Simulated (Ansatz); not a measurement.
**Rh(111) / 1 layer Pt(111) / Rh(111): resistance against film thickness**

How does the resistance across the layers grow with the film in Rh(111) / 1 layer Pt(111) / Rh(111)?

Calculated with Ansatz 0.2.0; Ansatz plane-wave DFT, PBE, PAW files; ballistic transport by layer matching (Landauer), zero bias; PAW set soft_1.

This is a report of a sequence of runs, with most program output left out.

## Step 1: The starting structure

The cell holds 9 atoms: 8 Rh and 1 Pt. Cell: a = 2.689 Å, b = 2.689 Å, c = 19.974 Å, α = 90.0°, β = 90.0°, γ = 120.0°. It derives from Rh and Pt. Regions: lead, 8 atoms (8 Rh); films, 1 atom (1 Pt). The structure is stacked along c, and the current runs across the ab planes.

Structure file:

```cif
data_structure
_symmetry_space_group_name_H-M 'P 1'
_symmetry_Int_Tables_number 1
_cell_length_a 2.6892
_cell_length_b 2.6892
_cell_length_c 19.9736
_cell_angle_alpha 90.000
_cell_angle_beta 90.000
_cell_angle_gamma 120.000
_cell_volume 125.09
loop_
_atom_site_label
_atom_site_type_symbol
_atom_site_fract_x
_atom_site_fract_y
_atom_site_fract_z
_atom_site_occupancy
Rh1 Rh 0.00000 0.00000 0.05497 1
Rh2 Rh 0.33333 0.66667 0.16490 1
Rh3 Rh 0.66667 0.33333 0.27483 1
Rh4 Rh 0.00000 0.00000 0.38476 1
Pt5 Pt 0.33333 0.66667 0.50000 1
Rh6 Rh 0.66667 0.33333 0.61524 1
Rh7 Rh 0.00000 0.00000 0.72517 1
Rh8 Rh 0.33333 0.66667 0.83510 1
Rh9 Rh 0.66667 0.33333 0.94503 1
```

## Step 2: With 1 layer

The film is laid into the lead at the lead's in-plane lattice, and the cell closes on the lead's own image. The mesh across the current, 32×32, is finer than the density's, because channels open and close sharply across the zone. Energies from -1 to 1 eV in steps of 0.036 eV cover the slope of the Fermi function at 300 K, so the program can form a conductance.

File input.yaml:

```yaml
crystal:
  lattice:
    - [2.6891977995, 0.0, 0.0]
    - [-1.3445988998, 2.3289136102, 0.0]
    - [0.0, 0.0, 19.9735653556]
  atoms:
    - { symbol: Rh, position: [0.0, 0.0, 0.0549656701] }
    - { symbol: Rh, position: [0.3333333333, 0.6666666667, 0.1648970103] }
    - { symbol: Rh, position: [0.6666666667, 0.3333333333, 0.2748283506] }
    - { symbol: Rh, position: [0.0, 0.0, 0.3847596908] }
    - { symbol: Pt, position: [0.3333333333, 0.6666666667, 0.5] }
    - { symbol: Rh, position: [0.6666666667, 0.3333333333, 0.6152403092] }
    - { symbol: Rh, position: [0.0, 0.0, 0.7251716494] }
    - { symbol: Rh, position: [0.3333333333, 0.6666666667, 0.8351029897] }
    - { symbol: Rh, position: [0.6666666667, 0.3333333333, 0.9450343299] }
kpoints:
  mp_grid: { grid: [16, 16, 2] }
hamiltonian:
  xc: pbe
  pseudopotentials: { kind: paw, azcp: { folder: soft_1 } }
scf:
  occupations: { method: fermi_dirac, width: 0.1 }
output:
  transmission: { leads: [[0, 1]], kmesh: [32, 32], e_range: [-1.0, 1.0], de: 0.036 }
  write_potential: true
  write_density: true
  volumetric_format: npy
  elf: true
```

Command:

```bash
> ansatz run input.yaml --threads 4 --pin off --max-ram 8192MiB --backend cpu --events-out ev --progress --plain --runs-dir out
```

Run time: 1.7 min. Hardware: 4 threads of Arm Neoverse V1, shared host; peak memory 0.82 GiB.

This step gave:

* free energy: -63748.3501 eV
* energy at zero smearing: -63748.1435 eV
* Fermi energy: 22.54 eV
* cell area: 6.263 Å²
* step of the lead's potential: 9.2 meV
* ballistic conductance of the lead: 2.22e15 S/m²
* estimated errors of the lead's conductance: 0, 3, 0.3 % (band edges, k-mesh, distance from neutral)
* lead conductance per cell: 1.797 G₀
* conductance of the junction: 1.67e15 S/m²
* junction conductance per cell: 1.349 G₀
* estimated errors of the junction's conductance: 0.4, 0, 2.3, 2.7, 0.2 % (energy step, band edges, k-mesh, leads' steps, distance from neutral)
* area resistance that the stack adds (contact term taken off, spin by spin): 0.1496 fΩ m²

Per spin. Transmission, zone mean against energy, zero at the Fermi level:

| energy (eV) | transmission, zone mean |
| --- | --- |
| -1.000 | 1.34 |
| -0.892 | 1.34 |
| -0.820 | 1.32 |
| -0.712 | 1.33 |
| -0.640 | 1.34 |
| -0.532 | 1.33 |
| -0.424 | 1.33 |
| -0.352 | 1.31 |
| -0.244 | 1.32 |
| -0.136 | 1.33 |
| -0.064 | 1.34 |
| 0.008 | 1.35 |
| 0.044 | 1.36 |
| 0.080 | 1.37 |
| 0.116 | 1.35 |
| 0.224 | 1.32 |
| 0.332 | 1.28 |
| 0.404 | 1.19 |
| 0.512 | 1.10 |
| 0.620 | 0.909 |
| 0.692 | 0.832 |
| 0.800 | 0.717 |
| 0.872 | 0.632 |
| 0.980 | 0.520 |

Per spin. The open channels, zone mean, lead by energy, zero at the Fermi level:

| energy (eV) | open channels, zone mean, lead |
| --- | --- |
| -1.000 | 1.80 |
| -0.928 | 1.79 |
| -0.856 | 1.79 |
| -0.784 | 1.69 |
| -0.712 | 1.75 |
| -0.676 | 1.75 |
| -0.604 | 1.73 |
| -0.532 | 1.73 |
| -0.460 | 1.70 |
| -0.388 | 1.71 |
| -0.316 | 1.68 |
| -0.244 | 1.69 |
| -0.172 | 1.72 |
| -0.100 | 1.74 |
| -0.028 | 1.79 |
| 0.008 | 1.79 |
| 0.080 | 1.82 |
| 0.152 | 1.85 |
| 0.224 | 1.90 |
| 0.296 | 1.96 |
| 0.368 | 1.97 |
| 0.440 | 1.98 |
| 0.512 | 1.86 |
| 0.584 | 1.62 |
| 0.656 | 1.41 |
| 0.692 | 1.30 |
| 0.764 | 1.08 |
| 0.836 | 0.976 |
| 0.908 | 0.794 |
| 0.980 | 0.653 |

Transmission over k1 and k2. At 0.0080 eV from the Fermi level.

Ten even steps from '0' (0.00) to '9' (2.69), each cell a mean:
```
78756433333336569761223333333214
25765643333335567651201322223003
45456665466645666546433333234233
33456765566665566765333323333233
33335566665555666665333333233233
33335556666555566665553333324233
33337655566655566665566433333023
43335655556665566655556633334103
25555555555565555555555554556112
65556656665555555555566665764567
98856656666665557555666666666689
77665675666665555555566666666556
23325665555555555555555555555556
43024433465555566555665555564334
33103333356655566655566655567333
33323333334655666655556666566333
33324223333335566665555666654333
33322322333335666655555556666543
43324333233346566765566645766555
23003222231032566565344434565565
63013333333111679646333333355687
97414333333341689752433333335269
```
Columns: k1 (b1) from -0.5 to 0.469; rows upwards: k2 (b2) from -0.5 to 0.469.

Open channels over k1 and k2. At 0.0080 eV from the Fermi level.

Ten even steps from '_' (0.00) to '@' (3.00), each cell a mean:
```
%%%%##**%%**------------++%%****@@%%****--::--------------::++**
==**##******++------------******##****==--__..------------__..==
++%%****@@@@%%##**%%@@@@****@@%%@@##**%%**------++**==****------
--====**@@%%**%%****@@@@%%**%%**%%%%%%**==--------====**==------
--------##%%********######**********@@**--------------****------
--------%%**********************************------------==------
--------@@@@@@**************************%%@@%%==----------__::--
====----%%%%@@****************************%%@@%%==----====....--
==%%++++****##******************************##**********%%--++++
##******@@%%******************####****************%%%%##******##
@@%%%%**@@%%******************@@@@%%******************@@%%**%%@@
%%%%******%%####****************%%%%******************##@@******
==****==%%**####**************************************####****%%
++--::::**++----++##@@##****************************@@####----**
----..__----------**@@@@%%**************************@@@@@@------
------::------------==%%##**************************####@@------
--------**==------------==**%%************************%%**------
--------==**--------------**@@####**##**%%@@@@****##**##@@**----
==------****++**==------**%%**%%@@%%@@****@@@@%%**%%%%@@@@****%%
==--..__====--====--..__==++****######**============######****##
##**==..--------------..--****##@@****##==------------**##**%%##
@@%%**--++--------------++==**@@@@%%**++**------------==##==**@@
```
Columns: k1 (b1) from -0.5 to 0.469; rows upwards: k2 (b2) from -0.5 to 0.469.

Valence density in the ca plane at fractional y = 0.667, with atoms of Rh and Pt within 0.2 Å of it. It is the smooth field of the valence electrons, not physical close to the nuclei.

Ten steps, logarithmic in the rise over the least value, from '0' (0 e/Å³) to '9' (12 e/Å³), each cell a mean:
```
55421122211355422356421123211245532245542112
55421122211355422355421123211245532245542112
44321355421344321244311355531134431134431235
22213688741122210122212578752122210012211368
11114799852111000011113699973111100001111489
11114799852111000011113699973111100001112489
22213688741122100122212578852112210012211368
44322355421234311244311356531134421134431245
```
Columns run along c (16.0 Å, from fractional 0.04 to 0.84 of the cell), rows up along a (2.7 Å). Atoms in or near the plane, at fractional coordinates: Rh at (0.16, 0.33), Pt at (0.50, 0.33), Rh at (0.84, 0.33).

ELF in the ca plane at fractional y = 0.667, with atoms of Rh and Pt within 0.2 Å of it. It is the smooth field of the valence electrons, not physical close to the nuclei.

Ten even steps from '0' (0.19) to '9' (0.73), each cell a mean:
```
34200011000144201134300111110024311113420001
34200011000144201134300111110024311113420001
22100133100122100022101133321012210012200013
00011477511000000000011366641100000000001157
11111699830111000001111467751111000001110279
11111699830111000001111467751111100001110279
00011588621100000000011466641100000000001158
22100133201012100012101234321001100012200013
```
Columns run along c (16.0 Å, from fractional 0.04 to 0.84 of the cell), rows up along a (2.7 Å). Atoms in or near the plane, at fractional coordinates: Rh at (0.16, 0.33), Pt at (0.50, 0.33), Rh at (0.84, 0.33).

Electrostatic potential energy in the ca plane at fractional y = 0.667, with atoms of Rh and Pt within 0.2 Å of it. With pseudopotentials it is smooth inside the atoms' cores, unlike the true potential.

Ten even steps from '0' (-47 eV) to '9' (25 eV), each cell a mean:
```
55799999999855799865799998999975589975579999
55799999999855799865799998999975579975579999
77899866799877899977899875689987789987789986
99998511479999999999999621269999999999999841
99997200169999999999998400038999999999999720
99997200169999999999998400038999999999999720
99998411379999999999999620159999999999999841
77899865799977899977899865689987799987789975
```
Columns run along c (16.0 Å, from fractional 0.04 to 0.84 of the cell; values clipped at the 3rd and 97th percentile), rows up along a (2.7 Å). Atoms in or near the plane, at fractional coordinates: Rh at (0.16, 0.33), Pt at (0.50, 0.33), Rh at (0.84, 0.33).

The lead's potential steps by 9.2 meV from period to period, small in itself. The program estimates the junction's conductance to 2.3 % from the k-mesh, 0.2 % from the leads' distance from neutral and 2.7 % from their steps.

By hand: 1/G − 1/G_lead = 1/1.669 − 1/2.224 = 0.150 fΩ m² with G in 10¹⁵ S/m².

## Step 3: With 3 layers, k-mesh 16×16×1, film layers 3

The stack now holds 3 film layers; the k-mesh follows the cell, and the energies span -0.27 to 0.27 eV.

System of this step: Rh(111) / 3 layers Pt(111) / Rh(111). The cell holds 12 atoms: 9 Rh and 3 Pt. Its edges and angles: a = 2.689 Å, b = 2.689 Å, c = 26.985 Å, α = 90.0°, β = 90.0°, γ = 120.0°. It derives from Rh and Pt. Regions: lead, 9 atoms (9 Rh); films, 3 atoms (3 Pt). The structure is stacked along c, and the current runs across the ab planes.

File input.yaml:

```yaml
crystal:
  lattice:
    - [2.6891977995, 0.0, 0.0]
    - [-1.3445988998, 2.3289136102, 0.0]
    - [0.0, 0.0, 26.9848839353]
  atoms:
    - { symbol: Rh, position: [0.0, 0.0, 0.0406842737] }
    - { symbol: Rh, position: [0.3333333333, 0.6666666667, 0.1220528212] }
    - { symbol: Rh, position: [0.6666666667, 0.3333333333, 0.2034213686] }
    - { symbol: Rh, position: [0.0, 0.0, 0.2847899161] }
    - { symbol: Pt, position: [0.3333333333, 0.6666666667, 0.3700880353] }
    - { symbol: Pt, position: [0.6666666667, 0.3333333333, 0.4593157263] }
    - { symbol: Pt, position: [0.0, 0.0, 0.5485434173] }
    - { symbol: Rh, position: [0.3333333333, 0.6666666667, 0.6338415365] }
    - { symbol: Rh, position: [0.6666666667, 0.3333333333, 0.7152100839] }
    - { symbol: Rh, position: [0.0, 0.0, 0.7965786314] }
    - { symbol: Rh, position: [0.3333333333, 0.6666666667, 0.8779471788] }
    - { symbol: Rh, position: [0.6666666667, 0.3333333333, 0.9593157263] }
kpoints:
  mp_grid: { grid: [16, 16, 1] }
hamiltonian:
  xc: pbe
  pseudopotentials: { kind: paw, azcp: { folder: soft_1 } }
scf:
  occupations: { method: fermi_dirac, width: 0.1 }
output:
  transmission:
    leads: [[0, 1]]
    kmesh: [32, 32]
    e_range: [-0.27, 0.27]
    de: 0.036
  write_potential: true
  write_density: true
  volumetric_format: npy
```

Wall time 64 s (4 threads); peak memory 0.92 GiB.

This step gave:

| Item | Value |
| --- | --- |
| free energy | -95200.6480 eV |
| energy at zero smearing | -95200.3647 eV |
| Fermi energy | 22.69 eV |
| step of the lead's potential | 3.5 meV |
| ballistic conductance of the lead | 2.23e15 S/m² |
| estimated errors of the lead's conductance | 0, 3, 0.2 % (band edges, k-mesh, distance from neutral) |
| lead conductance per cell | 1.799 G₀ |
| conductance of the junction | 1.23e15 S/m² |
| junction conductance per cell | 0.9932 G₀ |
| estimated errors of the junction's conductance | 0.4, 1.1, 2.9, 1.6, 0.6 % (energy step, band edges, k-mesh, leads' steps, distance from neutral) |
| area resistance that the stack adds (contact term taken off, spin by spin) | 0.3645 fΩ m² |

Per spin. Transmission, zone mean against energy, zero at the Fermi level:

```csv
energy (eV),"transmission, zone mean"
-0.270,1.06
-0.234,1.03
-0.198,1.04
-0.162,1.05
-0.126,1.05
-0.090,1.03
-0.054,1.02
-0.018,1.02
0.018,0.976
0.054,0.957
0.090,0.944
0.126,0.947
0.162,0.921
0.198,0.879
0.234,0.857
0.270,0.817
```

The conductance of the junction is 1.2e15 S/m², 26 % under the 1.7e15 S/m² of the last finished run.

## Step 4: With 5 layers, k-mesh 16×16×1, film layers 5

The stack now holds 5 film layers; the k-mesh follows the cell, and the energies span -0.27 to 0.27 eV.

System of this step: Rh(111) / 5 layers Pt(111) / Rh(111). The cell holds 15 atoms: 10 Rh and 5 Pt. Cell: a = 2.689 Å, b = 2.689 Å, c = 33.996 Å, α = 90.0°, β = 90.0°, γ = 120.0°. It derives from Rh and Pt. Regions: lead, 10 atoms (10 Rh); films, 5 atoms (5 Pt). The structure is stacked along c, and the current runs across the ab planes.

input.yaml, the sections that differ from step 3:

```yaml
crystal:
  lattice:
    - [2.6891977995, 0.0, 0.0]
    - [-1.3445988998, 2.3289136102, 0.0]
    - [0.0, 0.0, 33.9962025151]
  atoms:
    - { symbol: Rh, position: [0.0, 0.0, 0.0322936188] }
    - { symbol: Rh, position: [0.3333333333, 0.6666666667, 0.0968808564] }
    - { symbol: Rh, position: [0.6666666667, 0.3333333333, 0.161468094] }
    - { symbol: Rh, position: [0.0, 0.0, 0.2260553315] }
    - { symbol: Pt, position: [0.3333333333, 0.6666666667, 0.2937617127] }
    - { symbol: Pt, position: [0.6666666667, 0.3333333333, 0.3645872376] }
    - { symbol: Pt, position: [0.0, 0.0, 0.4354127624] }
    - { symbol: Pt, position: [0.3333333333, 0.6666666667, 0.5062382873] }
    - { symbol: Pt, position: [0.6666666667, 0.3333333333, 0.5770638121] }
    - { symbol: Rh, position: [0.0, 0.0, 0.6447701933] }
    - { symbol: Rh, position: [0.3333333333, 0.6666666667, 0.7093574309] }
    - { symbol: Rh, position: [0.6666666667, 0.3333333333, 0.7739446685] }
    - { symbol: Rh, position: [0.0, 0.0, 0.838531906] }
    - { symbol: Rh, position: [0.3333333333, 0.6666666667, 0.9031191436] }
    - { symbol: Rh, position: [0.6666666667, 0.3333333333, 0.9677063812] }
# kpoints, hamiltonian, scf, output: as in step 3
```

Run time: 83 s. Hardware: 4 threads; peak memory 1.3 GiB.

Numbers from this step:

* free energy: -126652.9589 eV
* energy at zero smearing: -126652.6119 eV
* Fermi energy: 22.77 eV
* step of the lead's potential: 0.6 meV
* ballistic conductance of the lead: 2.22e15 S/m²
* lead conductance per cell: 1.798 G₀
* conductance of the junction: 1.13e15 S/m²
* junction conductance per cell: 0.9166 G₀
* estimated errors of the junction's conductance: 0, 0.4, 2.7, 0.3, 0.6 % (energy step, band edges, k-mesh, leads' steps, distance from neutral)
* area resistance that the stack adds (contact term taken off, spin by spin): 0.4324 fΩ m²

Per spin. Table of transmission, zone mean by energy, zero at the Fermi level:

| energy (eV) | transmission, zone mean |
| --- | --- |
| -0.270 | 1.07 |
| -0.234 | 1.05 |
| -0.198 | 1.03 |
| -0.162 | 0.999 |
| -0.126 | 0.965 |
| -0.090 | 0.970 |
| -0.054 | 0.942 |
| -0.018 | 0.931 |
| 0.018 | 0.898 |
| 0.054 | 0.900 |
| 0.090 | 0.874 |
| 0.126 | 0.861 |
| 0.162 | 0.836 |
| 0.198 | 0.813 |
| 0.234 | 0.800 |
| 0.270 | 0.765 |

The conductance of the junction is 1.1e15 S/m², 7.7 % under the 1.2e15 S/m² of the last finished run.

## Step 5: With 7 layers, k-mesh 16×16×1, film layers 7

The stack now holds 7 film layers; the k-mesh follows the cell, and the energies span -0.27 to 0.27 eV.

System of this step: Rh(111) / 7 layers Pt(111) / Rh(111). The cell holds 15 atoms: 8 Rh and 7 Pt. Its edges and angles: a = 2.689 Å, b = 2.689 Å, c = 34.420 Å, α = 90.0°, β = 90.0°, γ = 120.0°. It derives from Rh and Pt. Regions: lead, 8 atoms (8 Rh); films, 7 atoms (7 Pt). The structure is stacked along c, and the current runs across the ab planes.

input.yaml, the sections that differ from step 4:

```yaml
crystal:
  lattice:
    - [2.6891977995, 0.0, 0.0]
    - [-1.3445988998, 2.3289136102, 0.0]
    - [0.0, 0.0, 34.4203586686]
  atoms:
    - { symbol: Rh, position: [0.0, 0.0, 0.0318956701] }
    - { symbol: Rh, position: [0.3333333333, 0.6666666667, 0.0956870103] }
    - { symbol: Rh, position: [0.6666666667, 0.3333333333, 0.1594783504] }
    - { symbol: Rh, position: [0.0, 0.0, 0.2232696906] }
    - { symbol: Pt, position: [0.3333333333, 0.6666666667, 0.2901417377] }
    - { symbol: Pt, position: [0.6666666667, 0.3333333333, 0.3600944918] }
    - { symbol: Pt, position: [0.0, 0.0, 0.4300472459] }
    - { symbol: Pt, position: [0.3333333333, 0.6666666667, 0.5] }
    - { symbol: Pt, position: [0.6666666667, 0.3333333333, 0.5699527541] }
    - { symbol: Pt, position: [0.0, 0.0, 0.6399055082] }
    - { symbol: Pt, position: [0.3333333333, 0.6666666667, 0.7098582623] }
    - { symbol: Rh, position: [0.6666666667, 0.3333333333, 0.7767303094] }
    - { symbol: Rh, position: [0.0, 0.0, 0.8405216496] }
    - { symbol: Rh, position: [0.3333333333, 0.6666666667, 0.9043129897] }
    - { symbol: Rh, position: [0.6666666667, 0.3333333333, 0.9681043299] }
# kpoints, hamiltonian, scf, output: as in step 4
```

It took 89 s on 4 threads; peak memory 1.4 GiB.

This step gave:

| Quantity | Value |
| --- | --- |
| free energy | -138896.3846 eV |
| energy at zero smearing | -138896.0310 eV |
| Fermi energy | 22.90 eV |
| step of the lead's potential | 10.5 meV |
| estimated errors of the lead's conductance | 0, 3, 0.3 % (band edges, k-mesh, distance from neutral) |
| lead conductance per cell | 1.797 G₀ |
| conductance of the junction | 1.11e15 S/m² |
| junction conductance per cell | 0.8938 G₀ |
| estimated errors of the junction's conductance | 0.4, 0.5, 2.5, 14.4, 1 % (energy step, band edges, k-mesh, leads' steps, distance from neutral) |
| area resistance that the stack adds (contact term taken off, spin by spin) | 0.4546 fΩ m² |

Per spin. Transmission, zone mean against energy, zero at the Fermi level:

```csv
energy (eV),"transmission, zone mean"
-0.270,1.05
-0.234,1.01
-0.198,1.04
-0.162,1.02
-0.126,0.978
-0.090,0.962
-0.054,0.921
-0.018,0.908
0.018,0.872
0.054,0.850
0.090,0.861
0.126,0.839
0.162,0.829
0.198,0.774
0.234,0.729
0.270,0.746
```

The conductance of the junction is 1.1e15 S/m², 2.5 % under the 1.1e15 S/m² of the last finished run, within the error estimates, leads' steps apart, of 2.7 and 2.5 %. The estimate from the leads' steps, 14 %, is larger still.

(Continued in part 2 of 2.)

[Logs are printed without paths, hosts, clocks, repeated set-up lines and the standing remarks that a program may print on its own settings, such as how far it seeks lower states.]

[Hosts, paths, dates, database ids (printed as entryN), source tags and the programs' standing remarks are cut or masked in the printed files.]
